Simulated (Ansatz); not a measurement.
# Cu2O (Cuprite): the cost of one run

Program: Ansatz 0.2.0. Level of theory: DFT LDA, scalar-relativistic, plane waves, PAW. These are calculated values, not measurements.

The COD entry's cell or inner coordinates are ideal or old and differ from later refinements, so a difference from it is no clean test against experiment.

## Step 1: Starting point

The structure is cubic, space group Pn-3m (No. 224). The conventional cell has a = 4.166 Å, b = 4.166 Å, c = 4.166 Å, α = 90.00°, β = 90.00°, γ = 90.00°. Around Cu (site symmetry -3m) lie 2 O at 1.80 Å. O (site symmetry -43m) has 4 Cu at 1.80 Å as nearest neighbours.

As a file:

```
CELL_PARAMETERS angstrom
4.16611 0.00000 0.00000
0.00000 4.16611 0.00000
0.00000 0.00000 4.16611
ATOMIC_POSITIONS crystal
Cu 0.25000 0.25000 0.25000
Cu 0.25000 0.75000 0.75000
Cu 0.75000 0.75000 0.25000
Cu 0.75000 0.25000 0.75000
O 0.00000 0.00000 0.00000
O 0.50000 0.50000 0.50000
```

This cell comes from an earlier session at LDA: 12.051 Å³/atom at 0.01 GPa, on a 8×8×8 mesh.

## Step 2: Field gradients and densities at the nuclei

Input file input.yaml:

```yaml
crystal:
  lattice:
    - [4.1661104608, 0.0, 0.0]
    - [0.0, 4.1661104608, 0.0]
    - [0.0, 0.0, 4.1661104608]
  atoms:
    - { symbol: Cu, position: [0.25, 0.25, 0.25] }
    - { symbol: Cu, position: [0.25, 0.75, 0.75] }
    - { symbol: Cu, position: [0.75, 0.75, 0.25] }
    - { symbol: Cu, position: [0.75, 0.25, 0.75] }
    - { symbol: O, position: [0.0, 0.0, 0.0] }
    - { symbol: O, position: [0.5, 0.5, 0.5] }
basis:
  ecutwfc: 420
  ecutrho_ratio: 4
kpoints:
  mp_grid: { grid: [8, 8, 8] }
hamiltonian:
  xc: lda
scf:
  occupations: { method: gaussian, width: 0.05 }
output:
  forces: true
  stress: true
  eigenvalues: true
  efg:
    contact_densities: true
    quadrupole_moments_barn: { Cu: -0.22, O: -0.02558 }
```

On the command line:

```
ansatz run input.yaml --threads 4 --pin off --max-ram 10240MiB --backend cpu --events-out ev --progress --plain --runs-dir out
```

Q: Estimate wall time and peak memory on 4 threads of Arm Neoverse V1, shared host.

About 2.9 s, with a peak of 0.45 GiB.
